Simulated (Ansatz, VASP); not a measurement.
**One calculation of C, two programs**

Contents of INCAR:

```
PREC = Accurate ; ENCUT = 520
EDIFF = 1E-6 ; ISMEAR = 0
SIGMA = 0.05 ; LREAL = False
LASPH = True ; NELM = 80
ALGO = Normal ; ISIF = 2
LWAVE = False ; LCHARG = False
GGA = PE ; NBANDS = 26
```

Contents of KPOINTS:

```
Automatic mesh
0
Gamma
  12 12 4
```

File POSCAR:

```
C
1.0
    2.4551126132      0.0000000000      0.0000000000
   -1.2275563066      2.1261898921      0.0000000000
    0.0000000000      0.0000000000      8.0970746369
C
8
Direct
    0.0000000000      0.0000000000      0.0929732494
    0.0000000000      0.0000000000      0.5929732494
    0.0000000000      0.0000000000      0.4070267506
    0.0000000000      0.0000000000      0.9070267506
    0.3333333333      0.6666666667      0.1555299995
    0.6666666667      0.3333333333      0.6555299995
    0.3333333333      0.6666666667      0.3444700005
    0.6666666667      0.3333333333      0.8444700005
```

Input for Ansatz:

```yaml
crystal:
  lattice:
    - [2.4551126132, 0.0, 0.0]
    - [-1.2275563066, 2.1261898921, 0.0]
    - [0.0, 0.0, 8.0970746369]
  atoms:
    - { symbol: C, position: [0.0, 0.0, 0.0929732494] }
    - { symbol: C, position: [0.0, 0.0, 0.5929732494] }
    - { symbol: C, position: [0.0, 0.0, 0.4070267506] }
    - { symbol: C, position: [0.0, 0.0, 0.9070267506] }
    - { symbol: C, position: [0.3333333333, 0.6666666667, 0.1555299995] }
    - { symbol: C, position: [0.6666666667, 0.3333333333, 0.6555299995] }
    - { symbol: C, position: [0.3333333333, 0.6666666667, 0.3444700005] }
    - { symbol: C, position: [0.6666666667, 0.3333333333, 0.8444700005] }
basis:
  ecutwfc: 520.0
kpoints:
  mp_grid: { grid: [12, 12, 4] }
hamiltonian:
  xc: pbe
  pseudopotentials: { kind: paw, azcp: { folder: soft_1 } }
scf:
  occupations: { method: gaussian, width: 0.05 }
output:
  forces: true
  stress: true
  eigenvalues: true
```

Change from the starting cell: mode 14 frozen in at +0.000 Å, equal normal strain along x, y and z -0.0250.

Alike in both runs: task single point; functional PBE; k mesh 12 × 12 × 4; occupations gaussian, width 0.05 eV; no spin polarisation.

|  | VASP | Ansatz |
| --- | --- | --- |
| version | VASP 6.6.1 | Ansatz 0.2.0 |
| potentials or method | VASP PAW PBE potentials, release 64 (C) | scalar-relativistic, plane waves, PAW |
| plane-wave cutoff (eV) | 520 | 520 |
| valence electrons in the cell | 32 | 32 |

|  | VASP | Ansatz | Ansatz less VASP |
| --- | --- | --- | --- |
| gap on the k mesh at the Fermi level (eV) | 4.72 | 4.73 | +0.012 |
| least direct gap on the mesh (eV) | 5.46 | 5.47 | +0.008 |
| pressure (GPa) | 38.8 | 37.9 | -0.94 |
| largest component of the traceless stress (GPa) | 0.14 | 0.16 | +0.028 |
| rms of the force components (eV/Å) | 0.032 | 0.030 | -0.0018 |

Atom by atom the forces differ by 0.002 eV/Å (rms over components). With one functional, cell and mesh, what is left measures potentials, basis and numerics.

Caveats: so large a pressure means that the cell lies far from this level's equilibrium, or that cutoff or potentials fall short (VASP).
